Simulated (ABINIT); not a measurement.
Crystal: TiB2.

```
Ti B
1.0
     3.02920    0.00000    0.00000
    -1.51460    2.62336    0.00000
     0.00000    0.00000    3.22840
Ti B
1 2
Direct
  0.00000 0.00000 0.00000
  0.66667 0.33333 0.50000
  0.33333 0.66667 0.50000
```

Base run:

| Item | Value |
| --- | --- |
| Program | ABINIT 10.8.3 (patched build) |
| Functional | BLYP |
| Potentials or basis | JTH PAW PBE v2.0 |
| Cutoff | 408 eV |
| k mesh | 10 × 10 × 8 |
| Occupations | fermi-dirac, width 0.05 eV |
| Spin | no spin polarisation |

Its results: band gap on the k mesh none (metal or under the smearing width); pressure 7.1 GPa.

**Question.** The run is repeated on the same cell with these changes: functional from BLYP to HCTH407. What comes out?

**Answer.** Band gap on the k mesh none (metal or under the smearing width); pressure -7.3 GPa.

Caveats: the PAW data sets were made with another functional, which shifts forces and pressure a little; the atomic spheres overlap.
